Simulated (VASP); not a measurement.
# Ni (P6_3/mmc) in VASP: a series of runs

One crystal, Ni, is run at these levels: PBE+D3(BJ); tasks: single point.

All numbers are computed with VASP 6.6.1; they aren't measurements. Logs are shortened: lines on timing, memory, paths and dates and some standing lists are left out, and cuts for length are marked.

## (1) The crystal as given

The structure is hexagonal, space group P6_3/mmc (No. 194). Conventional cell: a = 2.457 Å, b = 2.457 Å, c = 4.036 Å, α = 90.00°, β = 90.00°, γ = 120.00°. Ni (site symmetry -6m2) is surrounded by 12 Ni at 2.46 to 2.47 Å.

This isn't the form of Ni at room conditions, which is fcc.

## (2) Single point, PBE+D3(BJ), collinear spin, typed start

Contents of INCAR:

```
SYSTEM = Ni
  PREC = Accurate
  ENCUT = 520
  EDIFF = 1E-6
  ISMEAR = 0
  SIGMA = 0.1
  LREAL = .False.
  LASPH = .True.
  NELM = 150
  ALGO = Normal
  ISIF = 2
  LWAVE = .False.
  LCHARG = .False.
  ISPIN = 2
  MAGMOM = 0.72 0.72
  LORBIT = 11
  LMAXMIX = 4
  GGA = PE
  IVDW = 12
  NBANDS = 21
```

Contents of KPOINTS:

```
regular mesh
0
Gamma
  21 21 10
  0 0 0
```

Contents of POSCAR:

```
Ni
1.0
    2.4570175795      0.0000000000      0.0000000000
   -1.2285087897      2.1278396414      0.0000000000
    0.0000000000      0.0000000000      4.0359110982
Ni
2
Direct
    0.3333333333      0.6666666667      0.2500000000
    0.6666666667      0.3333333333      0.7500000000
```

Potentials or basis: VASP PAW PBE potentials, release 64 (Ni).

Run with:

```bash
cat potpaw_PBE.64/Ni/POTCAR > POTCAR
mpirun -np 1 vasp_std > vasp.out
```

OUTCAR:

```text
SYSTEM = Ni
   PREC = Accurate
   ENCUT = 520
   EDIFF = 1E-6
   ISMEAR = 0
   LREAL = .False.
   LASPH = .True.
   NELM = 150
   ISIF = 2
   ISPIN = 2
   LORBIT = 11
   GGA = PE
   IVDW = 12
 IVDW          = 12

 ion  position               nearest neighbor table
   1  0.333  0.667  0.250-   2 2.47   2 2.47   2 2.47   2 2.47   2 2.47   2 2.47
   2  0.667  0.333  0.750-   1 2.47   1 2.47   1 2.47   1 2.47   1 2.47   1 2.47

  LATTYP: Found a hexagonal cell.
 ALAT       =     2.4570175795
 C/A-ratio  =     1.6426057070

  Lattice vectors:

 A1 = (   2.4570175795,   0.0000000000,   0.0000000000)
 A2 = (  -1.2285087897,   2.1278396414,   0.0000000000)
 A3 = (   0.0000000000,   0.0000000000,   4.0359110982)

Analysis of symmetry for initial positions (statically):
=====================================================================
 Subroutine PRICEL returns:
 Original cell was already a primitive cell.

 Routine SETGRP: Setting up the symmetry group for a
 hexagonal supercell.

 Subroutine GETGRP returns: Found 24 space group operations
 (whereof 12 operations were pure point group operations)
 out of a pool of 24 trial point group operations.

The static configuration has the point symmetry D_3d.
 The point group associated with its full space group is D_6h.

Analysis of symmetry for dynamics (positions and initial velocities):
=====================================================================
 Subroutine PRICEL returns:
 Original cell was already a primitive cell.

 Routine SETGRP: Setting up the symmetry group for a
 hexagonal supercell.

 Subroutine GETGRP returns: Found 24 space group operations
 (whereof 12 operations were pure point group operations)
 out of a pool of 24 trial point group operations.

The dynamic configuration has the point symmetry D_3d.
 The point group associated with its full space group is D_6h.

Analysis of structural, dynamic, and magnetic symmetry:
=====================================================================
 Subroutine PRICEL returns:
 Original cell was already a primitive cell.

 Routine SETGRP: Setting up the symmetry group for a
 hexagonal supercell.

 Subroutine GETGRP returns: Found 24 space group operations
 (whereof 12 operations were pure point group operations)
 out of a pool of 24 trial point group operations.

The overall configuration has the point symmetry D_3d.
 The point group associated with its full space group is D_6h.

 Subroutine INISYM returns: Found 24 space group operations
 (whereof 12 operations are pure point group operations),
 and found     1 'primitive' translations

----------------------------------------------------------------------------------------

                                     Primitive cell

  volume of cell :      21.1003

  direct lattice vectors                    reciprocal lattice vectors
     2.457017579  0.000000000  0.000000000     0.406997495  0.234980113  0.000000000
    -1.228508790  2.127839641  0.000000000     0.000000000  0.469960227  0.000000000
     0.000000000  0.000000000  4.035911098     0.000000000  0.000000000  0.247775527

  length of vectors
     2.457017579  2.457017579  4.035911098     0.469960227  0.469960227  0.247775527

  position of ions in fractional coordinates (direct lattice)
     0.333333333  0.666666667  0.250000000
     0.666666667  0.333333333  0.750000000

  ion indices of the primitive-cell ions
   primitive index   ion index
                 1           1
                 2           2

----------------------------------------------------------------------------------------

 KPOINTS: regular mesh

Automatic generation of k-mesh.
 Grid dimensions read from file:
 generate k-points for:   21   21   10

 Generating k-lattice:

  Cartesian coordinates                     Fractional coordinates (reciprocal lattice)
     0.019380833  0.011189529  0.000000000     0.047619048  0.000000000  0.000000000
     0.000000000  0.022379058  0.000000000     0.000000000  0.047619048  0.000000000
     0.000000000  0.000000000  0.024777553     0.000000000  0.000000000  0.100000000

  Length of vectors
     0.022379058  0.022379058  0.024777553

  Shift w.r.t. Gamma in fractional coordinates (k-lattice)
     0.000000000  0.000000000  0.000000000

 Subroutine IBZKPT returns following result:
 ===========================================

 Found    288 irreducible k-points:

 Following reciprocal coordinates:
            Coordinates               Weight
  0.000000  0.000000  0.000000      1.000000
  0.047619  0.000000  0.000000      6.000000
  0.095238  0.000000  0.000000      6.000000
  0.142857  0.000000  0.000000      6.000000
  0.190476  0.000000  0.000000      6.000000
  0.238095  0.000000  0.000000      6.000000
[... 16 lines left out ...]
  0.142857  0.095238  0.000000     12.000000
  0.190476  0.095238  0.000000     12.000000
 [... further k-points ...]
   k-points           NKPTS =    288   k-points in BZ     NKDIM =    288   number of bands    NBANDS=     21
   number of dos      NEDOS =    301   number of ions     NIONS =      2
   total plane-waves  NPLWV =   9720
   dimension x,y,z NGX =    18 NGY =   18 NGZ =   30
   dimension x,y,z NGXF=    36 NGYF=   36 NGZF=   60
   ions per type =               2
   NGX,Y,Z   is equivalent  to a cutoff of  12.18, 12.18, 12.36 a.u.
   NGXF,Y,Z  is equivalent  to a cutoff of  24.36, 24.36, 24.72 a.u.
 SYSTEM =  Ni
   PREC   = accura    normal or accurate (medium, high low for compatibility)
   ISTART =      0    job   : 0-new  1-cont  2-samecut
   ICHARG =      2    charge: 1-file 2-atom 10-const
   ISPIN  =      2    spin polarized calculation?
   LNONCOLLINEAR =      F non collinear calculations
   LSORBIT =      F    spin-orbit coupling
   LASPH  =      T    aspherical Exc in radial PAW
   ENCUT  =  520.0 eV  38.22 Ry    6.18 a.u.   4.57  4.57  7.50*2*pi/ulx,y,z
   NELM   =    150;   NELMIN=  2; NELMDL= -5     # of ELM steps
   EDIFF  = 0.1E-05   stopping-criterion for ELM
   LREAL  =      F    real-space projection
   EDIFFG = 0.1E-04   stopping-criterion for IOM
   NSW    =      0    number of steps for IOM
   IBRION =     -1    ionic relax: 0-MD 1-quasi-New 2-CG
   NFREE  =      0    steps in history (QN), initial steepest desc. (CG)
   ISIF   =      2    stress and relaxation
   ISYM   =      2    0-nonsym 1-usesym 2-fastsym
   POTIM  = 0.5000    time-step for ionic-motion
   TEBEG  =    0.0;   TEEND  =   0.0 temperature during run
   PSTRESS=    0.0 pullay stress
   NELECT =      20.0000    total number of electrons
   NUPDOWN=      -1.0000    fix difference up-down
   EMIN   =  10.00;   EMAX   =-10.00  energy-range for DOS
   EFERMI =   0.00;   METHOD = LEGACY
   ISMEAR =     0;   SIGMA  =   0.10  broadening in eV -4-tet -1-fermi 0-gaus
   EFERMI_NEDOS =   21; number of points for ismear=-14 and -15
   IALGO  =     38    algorithm
   IMIX   =      4    mixing-type and parameters
     AMIX     =   0.40;   BMIX     =  1.00
     AMIX_MAG =   1.60;   BMIX_MAG =  1.00
  volume/ion in A,a.u.               =      10.55        71.20
  Fermi-wavevector in a.u.,A,eV,Ry     =   1.608133  3.038930 35.185906  2.586091
  Thomas-Fermi vector in A             =   2.704051
   LORBIT       =     11    0 simple, 1 ext, 2 COOP (PROOUT), +10 PAW based schemes
   GGA     = PE    functional components
   LHFCALC =     F    Hartree Fock is set to
   AEXX    =    0.0000 exact exchange contribution
   IVDW    =    12    specifies the selected vdW correction
   LEPSILON=     F    determine dielectric tensor
   LRPA    =     F    only Hartree local field effects (RPA)
 spin polarized calculation
 Gauss-broadening in eV      SIGMA  =   0.10
  energy-cutoff  :      520.00
  volume of cell :       21.10
 maximum number of plane-waves:       582
   NGX =  9   NGY =  9   NGZ = 15

 number of electron      19.9999991 magnetization       1.2466898

 Free energy of the ion-electron system (eV)
  ---------------------------------------------------
  ext. energy  EPLUGINS =         0.00000000
  ---------------------------------------------------
  free energy    TOTEN  =       -10.88157634 eV

  energy without entropy =      -10.85931233  energy(sigma->0) =      -10.87044434

 E-fermi :   9.8419     XC(G=0): -13.4371

 val. band max:        9.8414739583   @ k =   0.3333   0.2857   0.4000
 cond. band min:       9.8419558889   @ k =   0.0952   0.0952   0.2000
 fundamental gap:      0.0004819307
 Fermi energy:         9.8418526579

 spin component 1

 k-point     1 :       0.0000    0.0000    0.0000
  band No.  band energies     occupation
      1       0.5898      1.00000
      2       4.8267      1.00000
      3       7.3168      1.00000
      4       7.4223      1.00000
      5       7.4223      1.00000
      6       7.7002      1.00000
[... 13 lines left out ...]
     20      36.3406      0.00000
     21      41.0033      0.00000
[... 529 lines left out ...]
 k-point    24 :       0.1905    0.0952    0.0000
  band No.  band energies     occupation
      1       2.7049      1.00000
      2       5.7765      1.00000
      3       6.4971      1.00000
      4       6.6356      1.00000
      5       7.3838      1.00000
      6       7.5518      1.00000
[... 13 lines left out ...]
     20      36.1166      0.00000
     21      38.9031      0.00000

 [... further k-points ...]

 spin component 2

 k-point     1 :       0.0000    0.0000    0.0000
  band No.  band energies     occupation
      1       0.5627      1.00000
      2       5.2219      1.00000
      3       8.0133      1.00000
      4       8.0872      1.00000
      5       8.0872      1.00000
      6       8.3840      1.00000
[... 13 lines left out ...]
     20      36.4259      0.00000
     21      41.0761      0.00000
[... 529 lines left out ...]
 k-point    24 :       0.1905    0.0952    0.0000
  band No.  band energies     occupation
      1       2.6940      1.00000
      2       6.2620      1.00000
      3       6.9240      1.00000
      4       7.2181      1.00000
      5       8.0234      1.00000
      6       8.1752      1.00000
[... 13 lines left out ...]
     20      36.2453      0.00000
     21      38.8734      0.00000

 [... further k-points ...]

------------------------ aborting loop because EDIFF is reached ----------------------------------------

 Edisp (eV)   -0.95531

 E8    (eV) :    -0.4131

  FORCE on cell =-STRESS in cart. coord.  units (eV):
  Direction    XX          YY          ZZ          XY          YZ          ZX
  --------------------------------------------------------------------------------------
  -------------------------------------------------------------------------------------
  Total      -0.04783    -0.04783    -0.02912    -0.00000    -0.00000    -0.00000
  in kB      -3.63158    -3.63158    -2.21092    -0.00000    -0.00000    -0.00000
  external pressure =       -3.16 kB  Pullay stress =        0.00 kB

 VOLUME and BASIS-vectors are now :
 -----------------------------------------------------------------------------
  energy-cutoff  :      520.00
  volume of cell :       21.10
      direct lattice vectors                 reciprocal lattice vectors
     2.457017579  0.000000000  0.000000000     0.406997495  0.234980113  0.000000000
    -1.228508790  2.127839641  0.000000000     0.000000000  0.469960227  0.000000000
     0.000000000  0.000000000  4.035911098     0.000000000  0.000000000  0.247775527

 POSITION                                       TOTAL-FORCE (eV/Angst)
 -----------------------------------------------------------------------------------
     -0.00000      1.41856      1.00898        -0.000000      0.000000     -0.000000
      1.22851      0.70928      3.02693         0.000000     -0.000000      0.000000
 -----------------------------------------------------------------------------------
    total drift:                               -0.000000      0.000000     -0.000000

  FREE ENERGIE OF THE ION-ELECTRON SYSTEM (eV)
  ---------------------------------------------------
  free  energy   TOTEN  =       -11.8368906603 eV

  energy  without entropy=      -11.8146266509  energy(sigma->0) =      -11.82575866

 total charge

# of ion       s       p       d       tot
------------------------------------------
    1        0.510   0.525   8.332   9.367
    2        0.510   0.525   8.332   9.367
--------------------------------------------------
tot          1.020   1.050  16.664  18.734

 magnetization (x)

# of ion       s       p       d       tot
------------------------------------------
    1       -0.005  -0.024   0.662   0.632
    2       -0.005  -0.024   0.662   0.632
--------------------------------------------------
tot         -0.009  -0.049   1.323   1.265
```

Wall time 4 min (1 thread of Intel Xeon Platinum 8375C at 2.90GHz (Ice Lake), shared host); peak memory 0.28 GiB.

Results:

```yaml
Free_energy: -11.8369 eV
Pressure: -0.3 GPa
Band_gap_on_the_k_mesh: none (metal or under the smearing width)
Net_moment: 1.25 μB per cell
Site_moments: Ni +0.63 μB
Valence_electrons_inside_the_program's_atomic_spheres: Ni 9.37
Dispersion_energy_per_atom: -0.478 eV
```

Levels at points of the mesh, in eV from the Fermi level:
Spin up:
```
           k point  band 9  band 10  band 11  band 12  band 13  band 14
(0.00, 0.00, 0.00)   -1.70    -0.73    -0.73    -0.44     5.79    22.89
(0.00, 0.00, 0.50)   -1.02    -1.02    -1.02    -1.02    14.57    14.57
```
Spin down:
| k point | band 7 | band 8 | band 9 | band 10 | band 11 | band 12 |
| --- | --- | --- | --- | --- | --- | --- |
| (0.00, 0.00, 0.00) | -1.46 | -1.04 | -1.04 | -0.49 | -0.02 | -0.02 |
| (0.00, 0.00, 0.50) | -1.80 | -1.80 | -0.32 | -0.32 | -0.32 | -0.32 |

Caveat: pairwise dispersion overbinds metals, which lowers pressure and volume.

## (3) Single point, PBE+D3(BJ), collinear spin, typed start

Contents of INCAR:

```
PREC = Accurate
ENCUT = 520
EDIFF = 1E-6
ISMEAR = 0
SIGMA = 0.1
LREAL = False
LASPH = True
NELM = 150
ALGO = Normal
ISIF = 2
LWAVE = False
LCHARG = False
ISPIN = 2
MAGMOM = 2 2
LORBIT = 11
LMAXMIX = 4
GGA = PE
IVDW = 12
NBANDS = 21
```

Contents of KPOINTS:

```
Automatic mesh
0
Gamma
  9 9 4
```

Contents of POSCAR:

```
Ni
1.0
    2.4480228978      0.0000000000      0.0000000000
   -1.2240114489      2.1200500186      0.0000000000
    0.0000000000      0.0000000000      4.0728075700
Ni
2
Direct
    0.3333333300      0.6666666700      0.2500000000
    0.6666666700      0.3333333300      0.7500000000
```

Potentials or basis: VASP PAW PBE potentials, release 64 (Ni).

Run with:

```bash
cat potpaw_PBE.64/Ni/POTCAR > POTCAR
mpirun -np 1 vasp_std > vasp.out
```

Run time: 14 s. Hardware: 1 thread of Intel Xeon 6975P-C (Granite Rapids), shared host; peak memory 0.15 GiB.

It converged, with:

| Item | Value |
| --- | --- |
| Free energy | -11.8363 eV |
| Pressure | -0.9 GPa |
| Band gap on the k mesh | none (metal or under the smearing width) |
| Net moment | 1.21 μB per cell |
| Site moments | Ni +0.61 μB |
| Valence electrons inside the program's atomic spheres | Ni 9.36 |
| Dispersion energy per atom | -0.477 eV |

Stress tensor (GPa, compression positive):
```
-0.47  0.00  0.00
 0.00 -0.47  0.00
 0.00  0.00 -1.69
```

Levels at points of the mesh, in eV from the Fermi level:
Spin up:
```csv
k point,band 8,band 9,band 10,band 11,band 12,band 13
"(0.00, 0.00, 0.00)",-1.65,-1.65,-0.72,-0.72,-0.57,5.60
"(0.00, 0.00, 0.50)",-2.44,-1.02,-1.02,-1.02,-1.02,14.21
```
Spin down:
| k point | band 8 | band 9 | band 10 | band 11 | band 12 | band 13 |
| --- | --- | --- | --- | --- | --- | --- |
| (0.00, 0.00, 0.00) | -0.99 | -0.99 | -0.61 | -0.02 | -0.02 | 5.99 |
| (0.00, 0.00, 0.50) | -1.81 | -0.32 | -0.32 | -0.32 | -0.32 | 14.35 |

Caveat: the k mesh is coarse (spacing up to 0.39 Å⁻¹), so the values aren't converged; pairwise dispersion overbinds metals, which lowers pressure and volume.
